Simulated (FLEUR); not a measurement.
# Ge (P6_3/mmc) in FLEUR: single point with PBE

Aim: the single point of Ge with PBE.

Program: FLEUR MaX-R8.1 (later development tree). These are calculated values, not measurements. Logs are shortened: lines on timing, memory, paths and dates and some standing lists are left out, and cuts for length are marked.

### 1 Starting point

It takes space group P6_3/mmc (No. 194, hexagonal). The conventional cell has a = 3.998 Å, b = 3.998 Å, c = 6.599 Å, α = 90.00°, β = 90.00°, γ = 120.00°. Ge (site symmetry 3m) has 4 Ge at 2.45 to 2.47 Å as nearest neighbours.

This isn't the form of Ge at room conditions, which is diamond.

### 2 Single point, PBE

The input, inp.xml:

```xml
<?xml version="1.0" encoding="UTF-8" standalone="no"?>
<fleurInput fleurInputVersion="0.39">
   <comment>
      Ge                                                                                                  
   </comment>
   <calculationSetup>
      <cutoffs Kmax="4.71" Gmax="14.6" GmaxXC="14.6" numbands="0"/>
      <scfLoop itmax="60" minDistance="0.00001" maxIterBroyd="15" imix="Anderson" alpha="0.05" precondParam="0.0" spinf="2.0" sdNocoIR="T"/>
      <coreElectrons ctail="T" frcor="F" kcrel="0" coretail_lmax="0"/>
      <xcFunctional name="pbe" relativisticCorrections="F"/>
      <magnetism jspins="1"/>
      <soc l_soc="F" theta="0.0" phi="0.0" spav="F"/>
      <expertModes spex="0" secvar="F"/>
      <geometryOptimization l_f="T" forcealpha="1.0" forcemix="BFGS" epsdisp="0.0005" epsforce="0.0002"/>
      <ldaU l_linMix="F" mixParam="0.05" spinf="1.0"/>
   </calculationSetup>
   <cell>
      <bzIntegration valenceElectrons="88.0" mode="hist" fermiSmearingEnergy="0.00183747">
         <kPointListSelection listName="default-1"/>
         <!-- k-points included here -->
         <xi:include xmlns:xi="http://www.w3.org/2001/XInclude" href="kpts.xml"> </xi:include>
      </bzIntegration>
      <!-- symmetry operations included here -->
      <xi:include xmlns:xi="http://www.w3.org/2001/XInclude" href="sym.xml"> </xi:include>
      <bulkLattice scale="1.0">
         <bravaisMatrix>
            <row-1>    7.5543424030371860     0.0000000000000000     0.0000000000000000</row-1>
            <row-2>   -3.7771712016130796     6.5422524300416010     0.0000000000000000</row-2>
            <row-3>    0.0000000000000000     0.0000000000000000    12.4710169182241923</row-3>
         </bravaisMatrix>
      </bulkLattice>
   </cell>
   <atomSpecies>
      <species name="Germanium (Ge)" element="Ge" atomicNumber="32">
         <mtSphere radius="2.08" gridPoints="711" logIncrement="0.017"/>
         <atomicCutoffs lmax="9" lnonsphr="7"/>
         <electronConfig flipSpins="F">
            <coreConfig>(1s1/2) (2s1/2) (2p1/2) (2p3/2)</coreConfig>
            <valenceConfig>(3s1/2) (3p1/2) (3p3/2) (4s1/2) (3d3/2) (3d5/2) (4p1/2) (4p3/2)</valenceConfig>
            <stateOccupation state="(4p1/2)" spinUp="0.333333" spinDown="0.333333"/>
            <stateOccupation state="(4p3/2)" spinUp="0.666667" spinDown="0.666667"/>
         </electronConfig>
         <energyParameters s="4" p="4" d="3" f="4"/>
         <lo type="SCLO" l="0" n="3" eDeriv="0"/>
         <lo type="SCLO" l="1" n="3" eDeriv="0"/>
         <lo type="SCLO" l="1" n="3" eDeriv="1"/>
         <lo type="HELO" l="2" n="4" eDeriv="0"/>
         <lo type="HELO" l="2" n="4" eDeriv="1"/>
         <lo type="SCLO" l="3" n="4" eDeriv="2"/>
      </species>
   </atomSpecies>
   <atomGroups>
      <atomGroup species="Germanium (Ge)">
         <relPos label="                   1">1.000/3.000 -1.000/3.000 -.0629012500</relPos>
         <relPos label="                   2">-1.000/3.000 1.000/3.000 .4370987500</relPos>
         <relPos label="                   3">1.000/3.000 -1.000/3.000 -.4370987500</relPos>
         <relPos label="                   4">-1.000/3.000 1.000/3.000 .0629012500</relPos>
         <force calculate="T" relaxXYZ="TTT"/>
      </atomGroup>
   </atomGroups>
   <output dos="F" band="F" slice="F">
      <checks vchk="F" cdinf="F"/>
      <bandDOS minEnergy="-.5*Htr" maxEnergy="0.5*Htr" sigma="0.015" storeEVData="T"/>
      <vacuumDOS vacdos="F" integ="F" star="F" nstars="0" locx1="0.0" locy1="0.0" locx2="0.0" locy2="0.0" nstm="0" tworkf="0.0"/>
      <unfoldingBand unfoldBand="F" supercellX="1" supercellY="1" supercellZ="1"/>
      <plotting iplot="0" polar="F">
         <plot TwoD="T" vec1="  1.0  0.0  0.0" vec2="  0.0  1.0  0.0" vec3="  0.0  0.0  1.0" zero="  0.0  0.0  0.0" file="plot"/>
      </plotting>
      <chargeDensitySlicing numkpt="0" minEigenval="0.0" maxEigenval="0.0" nnne="0" pallst="F"/>
      <specialOutput eonly="F"/>
      <moessbauerParams electricFieldGradient="T" isomerShift="T" coreHyperfine="T" valenceHyperfine="T"/>
      <magneticCircularDichroism mcd="F" energyLo="-10.0" energyUp="0.0"/>
   </output>
  <!-- We include the file relax.xml here to enable relaxations (see documentation) -->
  <xi:include xmlns:xi="http://www.w3.org/2001/XInclude" href="relax.xml"> <xi:fallback/> </xi:include>
</fleurInput>
```

The input, crystal.txt:

```
Ge
&input cartesian=F /
3.9975858431  0.0000000000  0.0000000000
-1.9987929216  3.4620108940  0.0000000000
0.0000000000  0.0000000000  6.5993779500
1.8897261246
1.0 1.0 1.0

4
32 0.3333333333  0.6666666667  0.9370987500
32 0.6666666667  0.3333333333  0.4370987500
32 0.3333333333  0.6666666667  0.5629012500
32 0.6666666667  0.3333333333  0.0629012500

&kpt div1=8 div2=8 div3=4 gamma=T /
```

Potentials or basis: all-electron, FLAPW.

Started as:

```sh
$ inpgen -f crystal.txt -profile fastHighL
$ # inp.xml edited to the form shown
$ fleur_MPI
```

Standard output:

```text
Welcome to FLEUR        (www.flapw.de)
      MaX-Release 8.1          (www.max-centre.eu)

 ========== k-point set info ==========
 Selected k-point list: default-1
 k-point list type: mesh
 8 x 8 x 4
 Number of k points: 30

 ------------Calculation Setup---------------------------
 Number of MPI-tasks      :            1
 Number of PE/node        :            1
 Number of OMP-threads    :            1
 Most efficient MPI parallelization for:
           1           2           3           5           6          10          15          30
 Additional eigenvalue parallelization possible
 Number of basis functions:         1273
 Approximate size of matrices (H+S) per k-point:         0.024 GB
 --------------------------------------------------------
 Iteration:     1   Distance:       6.41514889 me/bohr^3
 Iteration:     2   Distance:       6.01245039 me/bohr^3
 Iteration:     3   Distance:       2.22489532 me/bohr^3
 Iteration:     4   Distance:       0.33194311 me/bohr^3
 Iteration:     5   Distance:       0.31501693 me/bohr^3
 Iteration:     6   Distance:       0.04546733 me/bohr^3
 Iteration:     7   Distance:       0.01251327 me/bohr^3
 Iteration:     8   Distance:       0.00837746 me/bohr^3
 Iteration:     9   Distance:       0.00253278 me/bohr^3
 Iteration:    10   Distance:       0.00164656 me/bohr^3
 Iteration:    11   Distance:       0.00026562 me/bohr^3
 Iteration:    12   Distance:       0.00003123 me/bohr^3
 Iteration:    13   Distance:       0.00003073 me/bohr^3
 Iteration:    14   Distance:       0.00000139 me/bohr^3
 Reset of history

 ********************************************************************
 Run finished successfully
 Stop message:
   Structural relaxation: new displacements generated
 ********************************************************************
```

out.xml (last iteration):

```text
<iteration numberForCurrentRun="   15" overallNumber="   15">
         <energyParameters units="Htr">
            <atomicEP atomType="1" spin="1" branch="4s" branchLowest="-5.79" branchHighest="1.19" value="-0.1750440642"/>
            <atomicEP atomType="1" spin="1" branch="4p" branchLowest="-3.84" branchHighest="1.93" value="0.0273852872"/>
            <atomicEP atomType="1" spin="1" branch="3d" branchLowest="-9.99" branchHighest="-0.64" value="-0.6701575577"/>
            <atomicEP atomType="1" spin="1" branch="4f" branchLowest="-9.99" branchHighest="3.87" value="0.3793904652"/>
            <loAtomicEP atomType="1" spin="1" branch="3s" branchLowest="-49.99" branchHighest="-5.79" value="-5.7897555255"/>
            <loAtomicEP atomType="1" spin="1" branch="3p" branchLowest="-43.63" branchHighest="-3.84" value="-3.8487811080"/>
            <loAtomicEP atomType="1" spin="1" branch="3p" branchLowest="-43.63" branchHighest="-3.84" value="-3.8487811080"/>
            <heloAtomicEP atomType="1" spin="1" branch="4d" branchLowest="2.29" branchHighest="2.29" value="2.2881344451"/>
            <heloAtomicEP atomType="1" spin="1" branch="4d" branchLowest="2.29" branchHighest="2.29" value="2.2881344451"/>
            <loAtomicEP atomType="1" spin="1" branch="4f" branchLowest="-9.99" branchHighest="3.87" value="0.3793939767"/>
         </energyParameters>
         <eigenvalues>
            <eigenvaluesAt spin="1" ikpt="1" k_x="0.00000000" k_y="0.00000000" k_z="0.00000000">
                      -5.7897930620       -5.7897742927       -5.7897298074       -5.7897109350       -3.8469071718
                      -3.8468649390       -3.8468065046       -3.8468065046       -3.8467885976       -3.8467885976
                      -3.8466573013       -3.8466154499       -3.8464755934       -3.8464755934       -3.8464580231
                      -3.8464580231       -0.6838228106       -0.6838228106       -0.6824243763       -0.6824243763
                      -0.6824229851       -0.6819417773       -0.6815157336       -0.6815157336       -0.6796019586
                      -0.6796019586       -0.6750551010       -0.6750551010       -0.6745435440       -0.6739697447
                      -0.6738088991       -0.6738088991       -0.6731821370       -0.6731821370       -0.6720595538
                      -0.6720595538       -0.2380715795       -0.1631699350       -0.0481755993        0.1769501083
                       0.1769501083        0.2254404013        0.2285777890        0.2314075522        0.2356139887
                       0.2356139887        0.3145029057        0.3145029057        0.3323811593        0.3983992340
                       0.3983992340        0.4576142416        0.5008897171        0.5008897171        0.5403015678
                       0.5703058804        0.5803414087        0.5803414087        0.5859825831        0.6323255687
                       0.7499080552        0.7499080552        0.7954329913        0.7969485952        0.7969485952
                       0.8731030742        0.8731030742
            </eigenvaluesAt>
[... 56 lines left out ...]
            <spinDependentCharge spin="1" total="88.0000000" interstitial="8.9213693" mtSpheres="79.0786307"/>
            <totalCharge value="88.0000000000"/>
         </valenceDensity>
         <coreStates atomType="     1" atomicNumber=" 32" spin="1" kinEnergy="   1818.6023836954" eigValSum="  -1166.4638411243" lostElectrons=" 0.000000">
            <state n="1" l="0" j="0.5" energy="-402.3047065674" weight="1.0000000000"/>
            <state n="2" l="0" j="0.5" energy="-49.9949796623" weight="1.0000000000"/>
            <state n="2" l="1" j="0.5" energy="-44.4250069057" weight="1.0000000000"/>
            <state n="2" l="1" j="1.5" energy="-43.2536137134" weight="2.0000000000"/>
         </coreStates>
         <allElectronCharges>
            <spinDependentCharge spin="1" total="128.0000000" interstitial="8.9213693" mtSpheres="119.0786307"/>
            <totalCharge value="128.0000000008"/>
         </allElectronCharges>
         <moessbauerParams unitsHFF="kG" unitsIS="e/bohr^3" unitsEFG="Htr/bohr^2">
            <coreIsomerShift atomType="1" isTotal="31457.10842">
               <shell n="1" l="0" isomerShift="28559.19008"/>
               <shell n="2" l="0" isomerShift="2872.68435"/>
               <shell n="2" l="1" isomerShift="25.23399"/>
            </coreIsomerShift>
            <isomerShift atomType="1" nucleusRadius="0.0000986" averageDensity="31925.26271"/>
            <electricFieldGradient atomType="1" VXX="-0.04468" VYY="-0.04468" VZZ="0.08936" asymParam="0.00000">
            </electricFieldGradient>
         </moessbauerParams>
         <totalEnergy                                    value="    -8396.3343518489" units="Htr">
            <sumOfEigenvalues                            value="    -4831.2340269794">
               <coreElectrons value="-4665.8553644973"/>
               <valenceElectrons value="-165.3786624822"/>
            </sumOfEigenvalues>
            <densityCoulombPotentialIntegral value="-12988.3445372849"/>
            <densityEffectivePotentialIntegral value="-13403.3274702126"/>
            <chargeDenXCDenIntegral value="-319.0370458022"/>
            <FockExchangeEnergyValence value="0.0000000000"/>
            <FockExchangeEnergyCore value="0.0000000000"/>
            <atomTypeDependentContributions atomType="1">
               <electronNucleiInteractionDifferentMTs value="10083.3387891222"/>
               <MadelungTerm value="-71.8796915151"/>
            </atomTypeDependentContributions>
            <tkbTimesEntropy value="0.0000447720"/>
            <freeEnergy value="-8396.3343966209"/>
            <extrapolationTo0K value="-8396.3343742349"/>
         </totalEnergy>
         <totalForcesOnRepresentativeAtoms units="Htr/bohr">
            <forceTotal atomType="1" x="3.777171" y="-2.180751" z="-0.784443" F_x="0.00000000" F_y="0.00000000" F_z="-0.00026709"/>
         </totalForcesOnRepresentativeAtoms>
      </iteration>
```

It took 6.2 min on 1 thread of Arm Neoverse V2, shared host; peak memory 0.12 GiB.

Results:

| Property | Result |
| --- | --- |
| Free energy | -228475.8983 eV |
| Largest force | 0.014 eV/Å |
| Band gap on the k mesh | 0.11 eV, direct |
| Valence electrons inside the program's atomic spheres | Ge 19.77 (radii Ge 2.08 bohr) |

Forces in eV/Å, atoms in the order of the input:
```
Ge   0.000  0.000 -0.014
Ge   0.000  0.000 -0.014
Ge   0.000  0.000  0.014
Ge   0.000  0.000  0.014
```

Levels at points of the mesh, in eV from the valence-band top:
```tsv
k point	band 40	band 41	band 42	band 43	band 44	band 45	band 46	band 47	band 48	band 49
(0.00, 0.00, 0.00)	-1.48	-1.48	-0.16	-0.08	0.00	0.11	0.11	2.26	2.26	2.75
(0.00, 0.00, 0.50)	-4.81	-0.86	-0.86	-0.86	-0.86	0.69	0.69	3.36	3.36	3.36
(0.00, 0.50, 0.00)	-6.75	-4.57	-3.07	-2.81	-1.45	0.54	1.65	3.57	3.70	4.32
(0.00, 0.50, 0.50)	-7.87	-2.55	-2.55	-2.41	-2.41	0.54	0.54	2.12	2.12	6.10
```

Core levels (eV from the Fermi level):
| atom | levels |
| --- | --- |
| 1 Ge | 1s1/2 -10953.6, 2s1/2 -1366.8, 2p1/2 -1215.2, 2p3/2 -1183.3 |
| 2 Ge | 1s1/2 -10953.6, 2s1/2 -1366.8, 2p1/2 -1215.2, 2p3/2 -1183.3 |
| 3 Ge | 1s1/2 -10953.6, 2s1/2 -1366.8, 2p1/2 -1215.2, 2p3/2 -1183.3 |
| 4 Ge | 1s1/2 -10953.6, 2s1/2 -1366.8, 2p1/2 -1215.2, 2p3/2 -1183.3 |
